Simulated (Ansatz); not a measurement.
# Stack of 1T-NiSeTe under TaGe2P4, shifted by a third of the diagonal in a perpendicular field

Aim: how the stack of 1T-NiSeTe under TaGe2P4, shifted by a third of the diagonal screens a field along its normal, and what the field does to its bands. A positive field points along +c.

Calculated with Ansatz 0.2.0; plane-wave DFT, PBE-D3(BJ), Ansatz PAW.

### Step 1. Starting point

The cell holds 10 atoms: 1 Te, 1 Ni, 1 Se, 4 P, 2 Ge and 1 Ta. Cell: a = 3.623 Å, b = 3.623 Å, c = 59.996 Å, α = 90.0°, β = 90.0°, γ = 120.0°. Regions: layer 1: 1T-NiSeTe, 3 atoms (1 Te, 1 Ni and 1 Se); layer 2: TaGe2P4, 7 atoms (4 P, 2 Ge and 1 Ta). Vacuum lies along c.

### Step 2. Relaxing the slab

The starting cell is a guess, so the in-plane lattice and the atoms are relaxed first, with the slab cut off from its images along the normal.

input.yaml reads:

```yaml
crystal:
  lattice:
    - [3.6225, 0.0, 0.0]
    - [-1.81125, 3.1371770252, 0.0]
    - [0.0, 0.0, 59.9962368894]
  atoms:
    - { symbol: Te, position: [0.6666666667, 0.3333333333, 0.3791904489] }
    - { symbol: Ni, position: [0.0, 0.0, 0.4018784298] }
    - { symbol: Se, position: [0.3333333333, 0.6666666667, 0.4183743092] }
    - { symbol: P, position: [0.3333333333, 0.6666666667, 0.4708776021] }
    - { symbol: Ge, position: [0.6666666667, 0.3333333333, 0.483437878] }
    - { symbol: P, position: [0.6666666667, 0.3333333333, 0.5201068445] }
    - { symbol: Ta, position: [0.3333333333, 0.6666666667, 0.5458435766], spin: 1.0 }
    - { symbol: P, position: [0.6666666667, 0.3333333333, 0.5715803087] }
    - { symbol: Ge, position: [0.6666666667, 0.3333333333, 0.6082492752] }
    - { symbol: P, position: [0.3333333333, 0.6666666667, 0.6208095511] }
  periodic: [true, true, false]
magnetization:
  spin_polarized: true
kpoints:
  mp_grid: { grid: [12, 12, 1] }
hamiltonian:
  xc: pbe
  dispersion: d3bj
scf:
  occupations: { method: fermi_dirac, width: 0.05 }
  convergence: { dr2_threshold: 1.0e-09 }
relax:
  f_tol: 0.004
  max_steps: 90
  cell: {}
output:
  write_potential: true
  write_density: true
  volumetric_format: npy
```

Started as:

```console
> ansatz run input.yaml --threads 4 --pin off --max-ram 12288MiB --backend cpu --events-out ev --progress --plain --runs-dir out
```

Numbers of over 12 decimals in the logs are rounded to 6 here.

Output:

```text
Warning: relax.cell: scf.convergence.dr2_threshold = 1e-9 eV is looser than the 1.66648440355e-10 eV advised for a relaxation that steers and ends on the stress (1e-10 eV for each atom of the cell: 10, times the square of relax.cell.stress_2d_tol = 0.05 N/m over 24.5 Å (the atoms' height at the walk's start and 5 Å past either face), 2.041e-2 GPa, over a crystal's default 0.05). What an SCF threshold leaves in a stress goes as its square root, and in the free energy as the threshold itself, and one threshold admits the most on a small cell: [figures from the program's tests cut] Set scf.convergence.dr2_threshold to 1.66648440355e-10 eV or tighter. [rest of the remark cut]
Engine: ansatz 0.2.0, aarch64-unknown-linux-gnu
Pseudopotentials: kind: paw
Pseudopotential: Te, paw, valence charge 16, recommended cutoff 420 eV (normal), Te.paw.azcp
Pseudopotential: Ni, paw, valence charge 18, recommended cutoff 420 eV (normal), Ni.paw.azcp
Pseudopotential: Se, paw, valence charge 16, recommended cutoff 420 eV (normal), Se.paw.azcp
Pseudopotential: P, paw, valence charge 5, recommended cutoff 420 eV (normal), P.paw.azcp
Pseudopotential: Ge, paw, valence charge 14, recommended cutoff 420 eV (normal), Ge.paw.azcp
Pseudopotential: Ta, paw, valence charge 13, recommended cutoff 420 eV (normal), Ta.paw.azcp
Functional definition: PBE
  parameter kappa = 0.804
  parameter beta = 0.066725
  exchange = pbe_x(kappa = kappa, mu = beta*pi^2/3)
  correlation = pbe_c(beta = beta)
Crystal: 10 atoms, lattice volume = 681.823 Å³
Basis set: ecut = 420 eV, 13137 PW (Γ), exchange–correlation on 50×50×810 points (8 copies of the dense FFT grid, shifted against one another)
Bands: 68, of which v1, the nominal top of the filled ones, is band 56 counted from 1 (55 counted from 0)
Symmetry: 6 space group operations
Space group: P3m1 (ITA 156), of the structure as read, at distance tolerance 8.8e-5 Å
Magnetic group: BNS 156.49 (UNI 1279), of the structure as read, at distance tolerance 8.8e-5 Å
k-points: 19 of 144 (time reversal used)
Non-local potential: Te, projectors of the file, l = 0: 2, l = 1: 2, l = 2: 2, l = 3: 2
Non-local potential: Ni, projectors of the file, l = 0: 3, l = 1: 2, l = 2: 3, l = 3: 1
Non-local potential: Se, projectors of the file, l = 0: 2, l = 1: 2, l = 2: 3, l = 3: 1
Non-local potential: P, projectors of the file, l = 0: 2, l = 1: 2, l = 2: 2
Non-local potential: Ge, projectors of the file, l = 0: 2, l = 1: 2, l = 2: 3, l = 3: 1
Non-local potential: Ta, projectors of the file, l = 0: 3, l = 1: 2, l = 2: 2, l = 3: 1
PAW form: soft (Blöchl's): semilocal exchange-correlation on the pseudo side does not see the compensation charge
PAW one-centre angular grid: Te, 590 points (default); XC on 64 Gauss nodes
PAW one-centre angular grid: Ni, 590 points (default); XC on 64 Gauss nodes
PAW one-centre angular grid: Se, 590 points (default); XC on 64 Gauss nodes
PAW one-centre angular grid: P, 110 points (default); XC on 64 Gauss nodes
PAW one-centre angular grid: Ge, 590 points (default); XC on 64 Gauss nodes
PAW one-centre angular grid: Ta, 590 points (default); XC on 64 Gauss nodes
Initial density: superposition of atomic densities (neutral atoms: chi_scale 0, normalization atom)
Starting moments: Σ|m| = 1 μB on 1 of 10 sites
Initial wavefunctions: pseudopotential atomic-orbital guess
Functional: x = pbe(κ = 0.804, μ = 0.219515), c = pbe(β = 0.066725)
SCF iter   1: F=—  HF=-39837.457198 eV  |F-HF|=—  |Δ(HF+E_count)|=         —  Δρ=1.30e-2 (↑1.30e-2 ↓1.29e-2)  dr2=3.89e1  dr2_m=5.91e-2  M=0.223 μB ∫|m|=0.545 μB  β_m=0.30  ethr=3.10e-3  ⟨swp⟩=13.5  Hψ=15808  notcnv=0  defer=30
Mixer restart at iter 1: flushing history
preconditioner: auto → LDOS  [metal: Δε(μ)=0.035 eV  Ē_g=8.273 eV  σ=0.050 eV  W_gap=0.17  n_scr=68 (ndim 8)  ℏωp=10.5 eV  f_vac=0.692  D(μ)=2.55/eV (n_scr^D=14)]
spin=Collinear: LDOS preconditioning applied to the charge; magnetization (m = ρ↑ − ρ↓) channel mixes plain (no charge-response kernel on spin).
SCF iter   2: F=—  HF=-39836.938749 eV  |F-HF|=—  |Δ(HF+E_count)|=   5.18e-1  Δρ=8.48e-3 (↑8.48e-3 ↓8.29e-3)  dr2=1.50e1  dr2_m=2.63e-2  M=0.310 μB ∫|m|=0.524 μB  β_m=0.48  ethr=3.10e-3  ⟨swp⟩=3.4  Hψ=4140  notcnv=0  defer=159
SCF iter   3: F=—  HF=-39837.413745 eV  |F-HF|=—  |Δ(HF+E_count)|=   4.75e-1  Δρ=1.98e-3 (↑1.98e-3 ↓1.83e-3)  dr2=5.90e-1  dr2_m=3.77e-3  M=0.315 μB ∫|m|=0.453 μB  β_m=0.61  ethr=3.10e-3  ⟨swp⟩=3.6  Hψ=4445  notcnv=0  defer=159
SCF iter   4: F=—  HF=-39837.531214 eV  |F-HF|=—  |Δ(HF+E_count)|=   1.17e-1  Δρ=8.50e-4 (↑8.50e-4 ↓6.38e-4)  dr2=1.32e-1  dr2_m=1.09e-3  M=0.254 μB ∫|m|=0.362 μB  β_m=0.66  ethr=5.31e-4  ⟨swp⟩=3.9  Hψ=4739  notcnv=0  defer=120
SCF iter   5: F=—  HF=-39837.547935 eV  |F-HF|=—  |Δ(HF+E_count)|=         —  Δρ=8.18e-4 (↑8.18e-4 ↓6.96e-4)  dr2=1.03e-2  dr2_m=3.17e-3  M=0.154 μB ∫|m|=0.238 μB  β_m=0.66  ethr=1.19e-4  ⟨swp⟩=2.2  Hψ=3420  notcnv=0  defer=120
SCF iter   6: F=—  HF=-39837.551646 eV  |F-HF|=—  |Δ(HF+E_count)|=   3.71e-3  Δρ=5.25e-4 (↑5.25e-4 ↓4.95e-4)  dr2=3.24e-3  dr2_m=1.41e-3  M=0.117 μB ∫|m|=0.177 μB  β_m=0.83  ethr=9.27e-6  ⟨swp⟩=2.6  Hψ=4586  notcnv=0  defer=120
SCF iter   7: F=—  HF=-39837.554748 eV  |F-HF|=—  |Δ(HF+E_count)|=   3.10e-3  Δρ=4.95e-4 (↑4.77e-4 ↓4.95e-4)  dr2=5.63e-3  dr2_m=1.67e-4  M=0.050 μB ∫|m|=0.074 μB  β_m=0.65  ethr=2.92e-6  ⟨swp⟩=3.0  Hψ=5758  notcnv=0  defer=120
SCF iter   8: F=—  HF=-39837.554220 eV  |F-HF|=—  |Δ(HF+E_count)|=   5.28e-4  Δρ=1.29e-4 (↑1.08e-4 ↓1.29e-4)  dr2=3.80e-4  dr2_m=6.81e-5  M=0.037 μB ∫|m|=0.054 μB  β_m=0.83  ethr=2.92e-6  ⟨swp⟩=2.8  Hψ=5172  notcnv=0  defer=121
SCF iter   9: F=—  HF=-39837.554552 eV  |F-HF|=—  |Δ(HF+E_count)|=   3.32e-4  Δρ=1.40e-4 (↑1.30e-4 ↓1.40e-4)  dr2=3.34e-4  dr2_m=1.13e-5  M=0.013 μB ∫|m|=0.019 μB  β_m=0.70  ethr=3.42e-7  ⟨swp⟩=3.1  Hψ=5691  notcnv=0  defer=121
SCF iter  10: F=—  HF=-39837.554497 eV  |F-HF|=—  |Δ(HF+E_count)|=   5.51e-5  Δρ=3.81e-5 (↑3.28e-5 ↓3.81e-5)  dr2=2.36e-5  dr2_m=1.20e-6  M=0.003 μB ∫|m|=0.005 μB  β_m=0.80  ethr=3.01e-7  ⟨swp⟩=3.1  Hψ=4713  notcnv=0  defer=121
SCF iter  11: F=—  HF=-39837.554517 eV  |F-HF|=—  |Δ(HF+E_count)|=   2.02e-5  Δρ=8.36e-6 (↑7.00e-6 ↓8.36e-6)  dr2=8.83e-6  dr2_m=8.56e-8  M=0.001 μB ∫|m|=0.001 μB  β_m=0.73  ethr=2.12e-8  ⟨swp⟩=3.0  Hψ=5418  notcnv=0  defer=121
SCF iter  12: F=—  HF=-39837.554518 eV  |F-HF|=—  |Δ(HF+E_count)|=   1.55e-7  Δρ=4.60e-6 (↑4.60e-6 ↓3.81e-6)  dr2=6.12e-7  dr2_m=1.73e-8  M=0.000 μB ∫|m|=0.000 μB  β_m=0.72  ethr=7.96e-9  ⟨swp⟩=2.3  Hψ=3916  notcnv=0  defer=121
[...]
SCF iter   7: F=-39839.104998 eV  HF=-39839.104998 eV  |F-HF|=1.24e-9  |Δ(HF+E_count)|=   4.07e-9  Δρ=8.78e-8 (↑8.78e-8 ↓8.76e-8)  dr2=3.58e-10  dr2_m=3.61e-15  M=0.000 μB ∫|m|=0.000 μB  β_m=0.47  ethr=1.00e-12  ⟨swp⟩=14.7  Hψ=19629  notcnv=0
iter 8 met the thresholds in force, and the SCF goes on: an eigenvalue changes by 1.23 meV, over its tolerance of 0.06 meV (output.eigenvalues, Limitations)
SCF iter   8: F=-39839.104998 eV  HF=-39839.104998 eV  |F-HF|=1.31e-10  |Δ(HF+E_count)|=  9.46e-11  Δρ=5.35e-8 (↑5.35e-8 ↓5.35e-8)  dr2=1.68e-10  dr2_m=1.91e-15  M=0.000 μB ∫|m|=0.000 μB  β_m=1.00  ethr=1.00e-12  ⟨swp⟩=6.6  Hψ=13367  notcnv=0
Mixer restart at iter 8: flushing history
SCF iter   9: F=-39839.104998 eV  HF=-39839.104998 eV  |F-HF|=6.90e-9  |Δ(HF+E_count)|=  8.88e-10  Δρ=1.37e-7 (↑1.36e-7 ↓1.37e-7)  dr2=5.26e-9  dr2_m=6.37e-16  M=0.000 μB ∫|m|=0.000 μB  β_m=1.00  ethr=1.00e-12  ⟨swp⟩=1.0  Hψ=2584  notcnv=0  κ⁻¹=1.0e0(r=1)
iter 10 met the thresholds in force, and the SCF goes on: an eigenvalue changes by 0.13 meV, over its tolerance of 0.06 meV (output.eigenvalues, Limitations)
SCF iter  10: F=-39839.104998 eV  HF=-39839.104998 eV  |F-HF|=1.11e-9  |Δ(HF+E_count)|=  4.37e-11  Δρ=8.52e-8 (↑8.52e-8 ↓8.52e-8)  dr2=2.40e-10  dr2_m=7.36e-16  M=0.000 μB ∫|m|=0.000 μB  β_m=1.00  ethr=1.00e-12  ⟨swp⟩=6.5  Hψ=13110  notcnv=0  κ⁻¹=9.1e-3(r=2)
SCF iter  11: F=-39839.104998 eV  HF=-39839.104998 eV  |F-HF|=1.24e-10  |Δ(HF+E_count)|=  1.02e-10  Δρ=5.88e-8 (↑5.88e-8 ↓5.88e-8)  dr2=2.25e-10  dr2_m=6.77e-16  M=0.000 μB ∫|m|=0.000 μB  ethr=1.00e-12  ⟨swp⟩=6.5  Hψ=12036  notcnv=0
the starting moments were not kept: the SCF closed with an absolute magnetisation of 2.1e-7 μB, where they sum to 1 μB in size (1 site). That is at most 0.1 of that sum. Measured as dr2_m measures the in/out step, that magnetisation stands 4.2e-15 eV from none, at or under the dr2_threshold of 1.0e-9 eV: it is no larger than a step whose dr2_m would equal this threshold.
SCF 9 converged in 11 iterations: F = -39839.104998 eV  dr2 = 2.25e-10
relax step   9: F+E_penalty+E_count = -39839.10499831 eV  Δ(F+E_penalty+E_count) = +7.314e-4 eV  max|allowed force component| = 1.092e-3 eV/Å  Δτ_max = 0.0000 Å  P = -0.015 N/m  Ω = 667.743 Å³  fix = [c, alpha, beta]  reactions: c -0.000 N/m  stress off target by 1.50e-2 N/m on what of the cell is left free  SCF on the basis re-selected at this cell (its energy is not comparable with the rows above)  (11 SCF iters)
basis re-selected at this cell: Δ(F+E_penalty+E_count) = +7.314e-4 eV, ΔP = -0.008 N/m vs the last step (what re-selecting the basis moved, of the pressure what is left beyond the Pulay correction that the steps carried, after the strain that the cell walked since its last selection, with what the two solves' SCF thresholds leave and, on support functions, any second-order correction that the steps lacked; it is no measure of the basis error at this ecutwfc). The dense FFT grid was sized anew with the basis: this SCF ran on 24×24×405 points, the steps before it on 25×25×405, so part of this shift can come from that change (see relax.cell in the input reference). [rest of the remark cut]
WARN: The output density's exchange-correlation potential varies sharply where the density is thin. Do not read a vacuum level from v_tot or v_xc, or from such a field of the output density. On a cell that repeats whose density bears no net charge and no dipole along the vacuum's axis use v_es (v_loc + v_h of the components); under efield.dipole_correction with no amplitude use v_es + v_field, which holds any externa [...]
SCF converged after 11 iterations
an eigenvalue changed by more than its tolerance at an iteration that met the thresholds in force, so the SCF went on 3 times, its first undamped step at iteration 8: the last check found none over its tolerance
Magnetization: 0.0000 μB (55.5000 up, 55.5000 down)
Absolute magnetization: 0.0000 μB (∫|ρ↑−ρ↓|, with the PAW one-centre terms)
Spin contamination: 0.0000 ħ² per cell (⟨S²⟩ above its minimum at these occupations)
Per-site moments (μB) at R_I (Å): [(-1.275566758157328e-9, 1.043134), (1.5758277133235274e-9, 0.988267), (-3.8994841542967594e-9, 0.988267), (-1.8695460757930337e-10, 0.963629), (1.987919896562894e-9, 0.962462), (-4.425926588549378e-9, 0.962462), (7.85625358837163e-8, 1.032700), (-2.4404158125306047e-9, 0.960559), (2.918242824528961e-9, 0.960559), (3.481710449529449e-9, 0.961555)]
Free energy (F): -39839.104998 eV
Harris-Foulkes:  -39839.104998 eV  (|F-HF|=1.24e-10)
Internal energy: -39839.069854 eV  (E = F + TS)
E sigma→0 (E₀):  -39839.087426 eV
Entropy (-TS):   -0.035144 eV (-3.514 meV/atom)
Fermi energy:    -4.888788 eV
--- Per-component energies (eV) ---
  E_band       = -3100.944270
  E_kinetic    = 1453.198657
  E_local      = -918922.568492  (includes V_loc(G=0)·N_el)
  E_nonlocal   = 720.389603
  E_hartree    = 457998.425961
  E_xc         = -929.226629
  E_vxc        = -888.481945  (∫ρ·V_xc dr)
  E_paw        = -22920.157603  (= ΣΔE_a)
  E_vpaw       = -1460.336814  (= ΣTr[D̂ρ^β])
  E_aug_tail   = 0.000588  (compensation charges beyond the density's cutoff)
  E_ewald      = 442764.385656
  E_disp       = -3.517595  (pairwise vdW)
  E_smearing   = -0.035144  (= −TS)
  E_closure    = -0.000000  (closes the sum)
  Σ components = -39839.104998   (vs F -39839.104998, Δ=0.00e0)
--- Forces (eV/Å), atoms counted from 1 ---
  atom   1  Te     0.00000000     0.00000000     0.00051345
  atom   2  Ni     0.00000000    -0.00000000     0.00071924
  atom   3  Se    -0.00000000     0.00000000    -0.00099197
  atom   4  P      0.00000000    -0.00000000    -0.00034587
  atom   5  Ge     0.00000000     0.00000000     0.00023040
  atom   6  P      0.00000000    -0.00000000    -0.00052073
  atom   7  Ta     0.00000000    -0.00000000    -0.00084610
  atom   8  P      0.00000000    -0.00000000     0.00109161
  atom   9  Ge    -0.00000000     0.00000000    -0.00053479
  atom  10  P      0.00000000    -0.00000000     0.00068441
  max |Σ_I F_I| component: 3.57e-7 eV/Å
--- 2D stress c σ (N/m, compression-positive) ---
       -0.014993       0.000000       0.000000
        0.000000      -0.014993      -0.000000
        0.000000      -0.000000      -0.000000
  P = ½ c Tr σ = -0.0150 N/m
--- Band table (eV; the first three rows and the last of 38) ---
  k-point 0 ↑: bands = [... 52 lower, -5.1085, -4.6600, -4.6600, -4.1988, -3.0067, -3.0067, -2.8324, -2.3376, ... 8 higher]
  k-point 1 ↑: bands = [... 52 lower, -5.2010, -4.9547, -4.7985, -4.2014, -3.5340, -3.0857, -2.4520, -2.0900, ... 8 higher]
  k-point 2 ↑: bands = [... 52 lower, -5.8220, -5.1730, -5.0212, -4.5056, -4.3505, -3.2447, -2.7171, -2.4386, ... 8 higher]
  k-point 18 ↓: bands = [... 52 lower, -6.6713, -6.2504, -5.7515, -4.7331, -4.3101, -4.0960, -3.3895, -3.2900, ... 8 higher]
  the weakly bound empty levels are not read free of the cell's end (no_gap_told)
--- Relaxed structure (8 steps of the walk, 8 accepted, 1 SCFs on fresh bases) ---
  F+E_penalty+E_count = -39839.10499831 eV   max|allowed force component| = 1.092e-3 eV/Å   (the final SCF, on the basis selected at the relaxed cell)
  cell:  # Å, volume = 667.7431 Å³
    - [3.584903, 0, 0]
    - [-1.792451, 3.104617, 0]
    - [0, 0, 59.9962368894]
  atoms:
    - { symbol: Te, position: [0.666667, 0.333333, 0.372022] }
    - { symbol: Ni, position: [-3.4813967007497256e-17, -2.6195750954853187e-17, 0.396239] }
    - { symbol: Se, position: [0.333333, 0.666667, 0.416351] }
    - { symbol: P, position: [0.333333, 0.666667, 0.467401] }
    - { symbol: Ge, position: [0.666667, 0.333333, 0.485455] }
    - { symbol: P, position: [0.666667, 0.333333, 0.524345] }
    - { symbol: Ta, position: [0.333333, 0.666667, 0.547821] }
    - { symbol: P, position: [0.666667, 0.333333, 0.571738] }
    - { symbol: Ge, position: [0.666667, 0.333333, 0.610551] }
    - { symbol: P, position: [0.333333, 0.666667, 0.628425] }
```

Run time: 11 min. Hardware: 4 threads of Arm Neoverse V1, shared host; peak memory 2.3 GiB; 45 min of CPU time.

The steps of the relaxation:

```
step  energy less that of the first step (eV)  largest force component (eV/Å)  volume (Å³)
   1                                   0.0000                          3.2795       681.82
   2                                  -1.4256                          0.6952       671.69
   3                                  -1.5368                          0.1892       670.71
   4                                  -1.5448                          0.0992       672.62
   5                                  -1.5488                          0.0535       671.25
   6                                  -1.5509                          0.0346       668.78
   7                                  -1.5512                          0.0094       667.73
   8                                  -1.5512                          0.0011       667.74
  9*                                  -1.5505                          0.0011       667.74
```

Relaxation steps marked * repeat the geometry before them on a plane-wave basis chosen anew for their cell, so energy and pressure can jump there.

Forces are held to the 6 operations that the run works with; a distortion that breaks them can't arise in this run.

```csv
cell as run,before,after,change
a (Å),3.623,3.585,-1.0 %
b (Å),3.623,3.585,-1.0 %
```

The atoms that moved most (Å, along periodic axes as changes of fractional coordinates times the final cell, across vacuum about the mean position):

```
atom     dx     dy      dz  length
 P10  0.000  0.000   0.457   0.457
 Te1  0.000  0.000  -0.430   0.430
 Ni2  0.000  0.000  -0.338   0.338
  P6  0.000  0.000   0.254   0.254
  P4  0.000  0.000  -0.209   0.209
 Ge9  0.000  0.000   0.138   0.138
 Se3  0.000  0.000  -0.121   0.121
 Ge5  0.000  0.000   0.121   0.121
```

Numbers from this step:

- energy at zero smearing: -39839.0874 eV

The lattice constant a goes from 3.623 to 3.585 Å.

[end of part 1 of 3]

[Logs are printed without paths, hosts, clocks, repeated set-up lines and the standing remarks that a program may print on its own settings, such as how far it seeks lower states.]

[Hosts, paths, dates, database ids (printed as entryN), source tags and the programs' standing remarks are cut or masked in the printed files.]

[Maps of the electrostatic potential energy from Ansatz leave out the sawtooth potential of an applied field or a dipole correction, so their vacuum need not be flat; planar profiles and work functions include it.]
